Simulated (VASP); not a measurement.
# Sb (I4/mmm) in VASP: further runs

One crystal, Sb, is run at these levels: r2SCAN; tasks: single point.

All numbers are computed with VASP 6.6.1; they aren't measurements. Logs are shortened: lines on timing, memory, paths and dates and some standing lists are left out, and cuts for length are marked.

## 1. The structure

It takes space group I4/mmm (No. 139, tetragonal). The conventional cell has a = 3.153 Å, b = 3.153 Å, c = 5.424 Å, α = 90.00°, β = 90.00°, γ = 90.00°. Sb (site symmetry 4/mmm) has 12 Sb at 3.15 to 3.51 Å as nearest neighbours.

This isn't the form of Sb at room conditions, which is rhombohedral.

## 2. Single point, r2SCAN

The input, INCAR:

```
SYSTEM = Sb
PREC = Accurate
ENCUT = 400
EDIFF = 1E-6
ISMEAR = 0
SIGMA = 0.1
LREAL = .FALSE.
LASPH = .FALSE.
NELM = 100
ALGO = Normal
ISIF = 2
LWAVE = .FALSE.
LCHARG = .FALSE.
METAGGA = R2SCAN
LMIXTAU = .TRUE.
ADDGRID = .FALSE.
```

The input, KPOINTS:

```
regular mesh
0
G
  11 11 11
  0 0 0
```

The input, POSCAR:

```
Sb
1.0
   -1.5638750000      1.6131910000      2.7402030000
    1.6104090000     -1.5604430000      2.7365900000
    1.5281950000      1.5247630000     -2.7095380000
Sb
1
Direct
    0.0004760000      0.0218010000      0.0165680000
```

Potentials or basis: VASP PAW PBE potentials, release 64 (Sb).

Run with:

```bash
cat potpaw_PBE.64/Sb/POTCAR > POTCAR
mpirun -np 1 vasp_std > vasp.out
```

OUTCAR:

```text
SYSTEM = Sb
   PREC = Accurate
   ENCUT = 400
   EDIFF = 1E-6
   ISMEAR = 0
   LREAL = .FALSE.
   LASPH = .FALSE.
   NELM = 100
   ISIF = 2
   METAGGA = R2SCAN
     LASPH = .TRUE.)

 Found    666 irreducible k-points:

 Following reciprocal coordinates:
            Coordinates               Weight
  0.000000  0.000000  0.000000      1.000000
  0.090909  0.000000  0.000000      2.000000
  0.181818 -0.000000  0.000000      2.000000
  0.272727  0.000000 -0.000000      2.000000
  0.363636 -0.000000  0.000000      2.000000
  0.454545  0.000000 -0.000000      2.000000
   k-points           NKPTS =    666   k-points in BZ     NKDIM =    666   number of bands    NBANDS=      6
   number of dos      NEDOS =    301   number of ions     NIONS =      1
   total plane-waves  NPLWV =  13824
   dimension x,y,z NGX =    24 NGY =   24 NGZ =   24
   dimension x,y,z NGXF=    48 NGYF=   48 NGZF=   48
   ions per type =               1
   NGX,Y,Z   is equivalent  to a cutoff of  11.26, 11.28, 11.52 a.u.
   NGXF,Y,Z  is equivalent  to a cutoff of  22.52, 22.55, 23.03 a.u.
 SYSTEM =  Sb
   PREC   = accura    normal or accurate (medium, high low for compatibility)
   ISTART =      0    job   : 0-new  1-cont  2-samecut
   ICHARG =      2    charge: 1-file 2-atom 10-const
   ISPIN  =      1    spin polarized calculation?
   LNONCOLLINEAR =      F non collinear calculations
   LSORBIT =      F    spin-orbit coupling
   LASPH  =      F    aspherical Exc in radial PAW
   ENCUT  =  400.0 eV  29.40 Ry    5.42 a.u.   5.78  5.77  5.65*2*pi/ulx,y,z
   NELM   =    100;   NELMIN=  2; NELMDL= -5     # of ELM steps
   EDIFF  = 0.1E-05   stopping-criterion for ELM
   LREAL  =      F    real-space projection
   EDIFFG = 0.1E-04   stopping-criterion for IOM
   NSW    =      0    number of steps for IOM
   IBRION =     -1    ionic relax: 0-MD 1-quasi-New 2-CG
   NFREE  =      0    steps in history (QN), initial steepest desc. (CG)
   ISIF   =      2    stress and relaxation
   ISYM   =      2    0-nonsym 1-usesym 2-fastsym
   POTIM  = 0.5000    time-step for ionic-motion
   TEBEG  =    0.0;   TEEND  =   0.0 temperature during run
   PSTRESS=    0.0 pullay stress
   NELECT =       5.0000    total number of electrons
   NUPDOWN=      -1.0000    fix difference up-down
   EMIN   =  10.00;   EMAX   =-10.00  energy-range for DOS
   EFERMI =   0.00;   METHOD = LEGACY
   ISMEAR =     0;   SIGMA  =   0.10  broadening in eV -4-tet -1-fermi 0-gaus
   EFERMI_NEDOS =   21; number of points for ismear=-14 and -15
   IALGO  =     38    algorithm
   IMIX   =      4    mixing-type and parameters
     AMIX     =   0.40;   BMIX     =  1.00
     AMIX_MAG =   1.60;   BMIX_MAG =  1.00
  volume/ion in A,a.u.               =      26.96       181.95
  Fermi-wavevector in a.u.,A,eV,Ry     =   0.933573  1.764197 11.858272  0.871558
  Thomas-Fermi vector in A             =   2.060288
   LORBIT       =      0    0 simple, 1 ext, 2 COOP (PROOUT), +10 PAW based schemes
   METAGGA = R2SCAN    functional components
   LHFCALC =     F    Hartree Fock is set to
   AEXX    =    0.0000 exact exchange contribution
   IVDW    =     0    specifies the selected vdW correction
   LEPSILON=     F    determine dielectric tensor
   LRPA    =     F    only Hartree local field effects (RPA)
 non-spin polarized calculation
 Gauss-broadening in eV      SIGMA  =   0.10
  energy-cutoff  :      400.00
  volume of cell :       26.96
 maximum number of plane-waves:       504
   NGX = 11   NGY = 11   NGZ = 11

 number of electron       5.0000000 magnetization

 Free energy of the ion-electron system (eV)
  ---------------------------------------------------
  ext. energy  EPLUGINS =         0.00000000
  ---------------------------------------------------
  free energy    TOTEN  =       -25.26460578 eV

  energy without entropy =      -25.26040816  energy(sigma->0) =      -25.26250697

 E-fermi :   8.4732     XC(G=0): -10.7828

 val. band max:        8.4638176587   @ k =   0.0000   0.1818   0.4545
 cond. band min:       8.4757092836   @ k =   0.1818   0.1818   0.0000
 fundamental gap:      0.0118916249
 Fermi energy:         8.4731624885

 k-point     1 :       0.0000    0.0000    0.0000
  band No.  band energies     occupation
      1      -5.1387      2.00000
      2      13.1637      0.00000
      3      14.1959      0.00000
      4      14.2492      0.00000
      5      18.1036      0.00000
      6      19.3409      0.00000

 k-point     2 :       0.0909    0.0000    0.0000
  band No.  band energies     occupation
      1      -4.9661      2.00000
      2      12.2731      0.00000
      3      13.2016      0.00000
      4      14.1949      0.00000
      5      18.1347      0.00000
      6      18.6096      0.00000

 k-point     3 :       0.1818   -0.0000    0.0000
  band No.  band energies     occupation
      1      -4.4516      2.00000
      2       9.6600      0.00000
      3      12.2507      0.00000
      4      14.1669      0.00000
      5      16.9104      0.00000
      6      18.6010      0.00000

 k-point     4 :       0.2727    0.0000   -0.0000
  band No.  band energies     occupation
      1      -3.6099      2.00000
      2       6.8976      2.00000
      3      11.4050      0.00000
      4      14.1885      0.00000
      5      16.0069      0.00000
      6      18.5971      0.00000

 k-point     5 :       0.3636   -0.0000    0.0000
  band No.  band energies     occupation
      1      -2.4967      2.00000
      2       4.4261      2.00000
      3      10.7692      0.00000
      4      14.2657      0.00000
      5      15.4182      0.00000
      6      18.7988      0.00000

 k-point     6 :       0.4545    0.0000   -0.0000
  band No.  band energies     occupation
      1      -1.3839      2.00000
      2       2.6172      2.00000
      3      10.4323      0.00000
      4      14.3416      0.00000
      5      15.1278      0.00000
      6      19.1205      0.00000

 [... further k-points ...]

------------------------ aborting loop because EDIFF is reached ----------------------------------------

  FORCE on cell =-STRESS in cart. coord.  units (eV):
  Direction    XX          YY          ZZ          XY          YZ          ZX
  --------------------------------------------------------------------------------------
  -------------------------------------------------------------------------------------
  Total        0.1495877      0.1524996      0.2462637     -0.0316198      0.0146086     -0.0109111
  in kB        8.8890788      9.0621122     14.6339357     -1.8789718      0.8680978     -0.6483812
  external PRESSURE =      10.8617089 kB  Pullay stress =       0.0000000 kB

 VOLUME and BASIS-vectors are now :
 -----------------------------------------------------------------------------
  energy-cutoff  :      400.00
  volume of cell :       26.96
      direct lattice vectors                 reciprocal lattice vectors
    -1.563875000  1.613191000  2.740203000     0.002055809  0.316948054  0.179518554
     1.610409000 -1.560443000  2.736590000     0.317083613  0.001847581  0.179876686
     1.528195000  1.524763000 -2.709538000     0.322328449  0.322401118 -0.005843793

 POSITION                                       TOTAL-FORCE (eV/Angst)
 -----------------------------------------------------------------------------------
      0.05968     -0.00799      0.01607         0.000000      0.000000      0.000000
 -----------------------------------------------------------------------------------
    total drift:                               -0.000000     -0.000000      0.000001

  FREE ENERGIE OF THE ION-ELECTRON SYSTEM (eV)
  ---------------------------------------------------
  free  energy   TOTEN  =       -25.2646057761 eV

  energy  without entropy=      -25.2604081622  energy(sigma->0) =      -25.26250697
```

OSZICAR:

```text
N       E                     dE             d eps       ncg     rms          rms(c)
DAV:   1    -0.156367694624E+02   -0.15637E+02   -0.14664E+03  8058   0.446E+02
DAV:   2    -0.257307298849E+02   -0.10094E+02   -0.96038E+01 11268   0.694E+01
DAV:   3    -0.258832449564E+02   -0.15252E+00   -0.15057E+00  9492   0.930E+00
DAV:   4    -0.258838180377E+02   -0.57308E-03   -0.57305E-03 11076   0.738E-01
DAV:   5    -0.258838202517E+02   -0.22139E-05   -0.22149E-05  9828   0.322E-02    0.153E+00
DAV:   6    -0.251503124106E+02    0.73351E+00   -0.12441E-01  8556   0.333E+00    0.994E-01
DAV:   7    -0.252996588512E+02   -0.14935E+00   -0.11287E-01  7992   0.300E+00    0.171E-01
DAV:   8    -0.252638288922E+02    0.35830E-01   -0.57445E-02  8322   0.223E+00    0.760E-02
DAV:   9    -0.252639607673E+02   -0.13188E-03   -0.47290E-04 10680   0.213E-01    0.942E-02
DAV:  10    -0.252623237919E+02    0.16370E-02   -0.10875E-03  8088   0.318E-01    0.375E-02
DAV:  11    -0.252643301002E+02   -0.20063E-02   -0.13006E-03  8280   0.364E-01    0.344E-02
DAV:  12    -0.252643241615E+02    0.59387E-05   -0.11908E-04  8328   0.103E-01    0.269E-02
DAV:  13    -0.252643293277E+02   -0.51662E-05   -0.45807E-06 11016   0.195E-02    0.271E-02
DAV:  14    -0.252643378251E+02   -0.84974E-05   -0.22036E-07  4614   0.534E-03    0.266E-02
DAV:  15    -0.252645799280E+02   -0.24210E-03   -0.28494E-04  8010   0.200E-01    0.932E-03
DAV:  16    -0.252646017208E+02   -0.21793E-04   -0.85159E-06  9174   0.256E-02    0.824E-03
DAV:  17    -0.252646050800E+02   -0.33592E-05   -0.12197E-06  7776   0.123E-02    0.919E-03
DAV:  18    -0.252646057761E+02   -0.69609E-06   -0.22495E-07  4056   0.603E-03
   1 F= -.25264606E+02 E0= -.25262507E+02  d E =-.419761E-02
```

stdout:

```text
POSCAR found type information on POSCAR Sb
 POSCAR found :  1 types and       1 ions
 scaLAPACK will be used
 -----------------------------------------------------------------------------
|                                                                             |
|                                                                             |
|     You enforced a specific xc type in the INCAR file but a different       |
|     I HOPE YOU KNOW WHAT YOU ARE DOING!                                     |
|                                                                             |
 -----------------------------------------------------------------------------

 LDA part: xc-table for (None), standard interpolation
 POSCAR, INCAR and KPOINTS ok, starting setup
 FFT: planning ... GRIDC
 FFT: planning ... GRID_SOFT
 FFT: planning ... GRID
 WAVECAR not read
 entering main loop
```

Run time: 92 s. Hardware: 1 thread of Intel Xeon 6975P-C (Granite Rapids), shared host; peak memory 0.2 GiB.

The run converged, but some of its settings lie outside the range that counts as converged, so its numbers aren't taken as properties of the crystal.

What came out:

* Free energy: -25.2646 eV
* Pressure: 1.1 GPa
* Band gap on the k mesh: none (metal or under the smearing width)

Caveat: the PAW data sets were made with another functional, which shifts forces and pressure a little.

## 3. Single point, r2SCAN

The input, INCAR:

```
SYSTEM = Sb
PREC = Normal
ENCUT = 400
EDIFF = 1E-4
ISMEAR = 0
SIGMA = 0.1
LREAL = Auto
LASPH = .TRUE.
NELM = 100
ALGO = Normal
ISIF = 2
LWAVE = .FALSE.
LCHARG = .FALSE.
METAGGA = R2SCAN
LMIXTAU = .TRUE.
ADDGRID = .FALSE.
```

KPOINTS is that of step 2.

The input, POSCAR:

```
Sb
1.0
   -1.5765401831      1.5765401831      2.7119384313
    1.5765401831     -1.5765401831      2.7119384313
    1.5765401831      1.5765401831     -2.7119384313
Sb
1
Direct
    0.0000000000      0.0000000000      0.0000000000
```

Potentials or basis: VASP PAW PBE potentials, release 64 (Sb).

Run with:

```bash
cat potpaw_PBE.64/Sb/POTCAR > POTCAR
mpirun -np 1 vasp_std > vasp.out
```

Wall time 15 s (1 thread of Intel Xeon 6975P-C (Granite Rapids), shared host); peak memory 0.12 GiB.

The run converged, but some of its settings lie outside the range that counts as converged, so its numbers aren't taken as properties of the crystal.

Results:

```yaml
Free_energy: -25.2628 eV
Pressure: 0.9 GPa
Band_gap_on_the_k_mesh: none (metal or under the smearing width)
```

Caveat: the PAW data sets were made with another functional, which shifts forces and pressure a little.

## 4. Single point, r2SCAN

INCAR is that of step 3.

KPOINTS is that of step 3.

The input, POSCAR:

```
Sb
1.0
   -1.5638750000      1.6131910000      2.7402030000
    1.6104090000     -1.5604430000      2.7365900000
    1.5281950000      1.5247630000     -2.7095380000
Sb
1
Direct
    0.0004760000      0.0218010000      0.0165680000
```

Run with:

```bash
cat potpaw_PBE.64/Sb/POTCAR > POTCAR
mpirun -np 1 vasp_std > vasp.out
```

Run time: 64 s. Hardware: 1 thread of Intel Xeon 6975P-C (Granite Rapids), shared host; peak memory 0.15 GiB.

These settings aren't checked as converged: the numbers below hold their error.

Results:

| Property | Result |
| --- | --- |
| Free energy | -25.2644 eV |
| Pressure | 0.8 GPa |
| Band gap on the k mesh | none (metal or under the smearing width) |

Caveat: the PAW data sets were made with another functional, which shifts forces and pressure a little.

## 5. Single point, r2SCAN

The input, INCAR:

```
SYSTEM = Sb
PREC = Accurate
ENCUT = 600
EDIFF = 1E-6
ISMEAR = 0
SIGMA = 0.1
LREAL = .FALSE.
LASPH = .TRUE.
NELM = 100
ALGO = Normal
ISIF = 2
LWAVE = .FALSE.
LCHARG = .FALSE.
METAGGA = R2SCAN
LMIXTAU = .TRUE.
ADDGRID = .FALSE.
```

The input, KPOINTS:

```
regular mesh
0
G
  9 9 9
  0 0 0
```

The input, POSCAR:

```
Sb
1.0
   -1.5765401831      1.5765401831      2.7119384313
    1.5765401831     -1.5765401831      2.7119384313
    1.5765401831      1.5765401831     -2.7119384313
Sb
1
Direct
    0.0000000000      0.0000000000      0.0000000000
```

Run with:

```bash
cat potpaw_PBE.64/Sb/POTCAR > POTCAR
mpirun -np 1 vasp_std > vasp.out
```

Wall time 32 s (1 thread of Intel Xeon 6975P-C (Granite Rapids), shared host); peak memory 0.17 GiB.

These settings aren't checked as converged: the numbers below hold their error.

Results:

```
Free energy            : -25.2826 eV
Pressure               : 1.2 GPa
Band gap on the k mesh : none (metal or under the smearing width)
```

Caveat: the PAW data sets were made with another functional, which shifts forces and pressure a little.

## 6. Single point, r2SCAN

INCAR is that of step 5.

KPOINTS is that of step 5.

The input, POSCAR:

```
Sb
1.0
   -1.5638750000      1.6131910000      2.7402030000
    1.6104090000     -1.5604430000      2.7365900000
    1.5281950000      1.5247630000     -2.7095380000
Sb
1
Direct
    0.0004760000      0.0218010000      0.0165680000
```

Potentials or basis: VASP PAW PBE potentials, release 64 (Sb).

Run with:

```bash
cat potpaw_PBE.64/Sb/POTCAR > POTCAR
mpirun -np 1 vasp_std > vasp.out
```

It took 2.4 min on 1 thread of Intel Xeon 6975P-C (Granite Rapids), shared host; peak memory 0.22 GiB.

The run converged, but some of its settings lie outside the range that counts as converged, so its numbers aren't taken as properties of the crystal.

Results:

```
Free energy            : -25.2870 eV
Pressure               : 1.4 GPa
Band gap on the k mesh : none (metal or under the smearing width)
```

Caveat: the PAW data sets were made with another functional, which shifts forces and pressure a little.
